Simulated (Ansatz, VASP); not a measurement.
Two plane-wave programs on ScAl3

```xyz
4
Lattice="4.0738 0.0000 0.0000 0.0000 4.0738 0.0000 0.0000 0.0000 4.0738" Properties=species:S:1:pos:R:3 pbc="T T T"
Sc    0.0000    0.0000    0.0000
Al    2.0369    0.0000    2.0369
Al    0.0000    2.0369    2.0369
Al    2.0369    2.0369    0.0000
```

Alike in both runs: functional PBEsol; k mesh 10 × 10 × 10; occupations fermi-dirac, width 0.15 eV; no spin polarisation.

Ansatz relaxed the structure, and its values are those at the end. VASP's run is a single point on that final structure, the one shown.

```csv
,VASP,Ansatz
version,VASP 6.6.1,Ansatz 0.2.0
potentials or method,"VASP PAW PBE potentials, release 64 (Sc_sv, Al)","scalar-relativistic, plane waves, PAW"
plane-wave cutoff (eV),520,420
valence electrons in the cell,20,20
```

Ansatz gave:

```
gap on the k mesh at the Fermi level (eV) : none
pressure (GPa)                            : 0.0
```

**Question.** What did VASP give for the same quantities?

**Answer.** gap on the k mesh at the Fermi level (eV): none; pressure (GPa): 0.1.

A gap of «none» marks a metal or a gap that the smearing closes. With one functional, cell and mesh, what is left measures potentials, basis and numerics.

Caveats: the PAW data sets were made with another functional, which shifts forces and pressure a little (VASP).
